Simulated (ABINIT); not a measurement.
Wanted: the native input for an ABINIT 10.8.3 (patched build) run.

```
Task                : equation of state
Functional          : LDA
Potentials or basis : JTH PAW LDA v2.0
Cutoff              : 327 eV
k mesh              : 8 × 8 × 8
Occupations         : fermi-dirac, width 0.05 eV
Spin                : no spin polarisation
Fine-grid cutoff    : 653.073 eV
```

Crystal: GaSb.

```
Sb Ga
1.0
     0.00000    3.05900    3.05900
     3.05900    0.00000    3.05900
     3.05900    3.05900    0.00000
Sb Ga
1 1
Direct
  0.75000 0.75000 0.75000
  0.00000 0.00000 0.00000
```

One way to write it, as run:

run.abi

```
ndtset 7
getwfk -1
scalecart1 3*0.9795861087
scalecart2 3*0.9864848297
scalecart3 3*0.9932883884
scalecart4 3*1.0000000000
scalecart5 3*1.0066227096
scalecart6 3*1.0131594038
scalecart7 3*1.0196128224

pp_dirpath "./"
pseudos "Sb.LDA_PW-JTH.xml, Ga.LDA_PW-JTH.xml"

acell 4.3260792873 4.3260792873 4.3260792873 Angstrom
rprim
     0.0000000000     0.7071067812     0.7071067812
     0.7071067812     0.0000000000     0.7071067812
     0.7071067812     0.7071067812     0.0000000000
ntypat 2
znucl 51 31
natom 2
typat 1 2
xred
     0.7500000000     0.7500000000     0.7500000000
     0.0000000000     0.0000000000     0.0000000000

ecut 12.0
pawecutdg 24.0

kptopt 1
ngkpt 8 8 8
nshiftk 1
shiftk 0.0 0.0 0.0

ixc 7

nband 18
occopt 3
tsmear 0.00183747

nstep 100
tolvrs 1.0e-9

iomode 3
prtwf 1
prtden 0
prteig 0
prtebands 0
```

Potentials or basis: JTH PAW LDA v2.0.

Run with:

```bash
$ abinit run.abi > log 2>&1
```

Results of the run:

| Quantity | Value |
| --- | --- |
| Equilibrium volume | 27.63 Å³/atom |
| Bulk modulus | 53 GPa |
| Pressure derivative of the bulk modulus | 3.8 (rough: it moves with the points fitted) |

Caveat: the cutoff is too short for stress, so the log's stress isn't used; pressures at fixed basis lie under the slope of the energies.

It took 80 s on 1 thread of Arm Neoverse V1, on a shared host, peak memory 0.12 GiB.
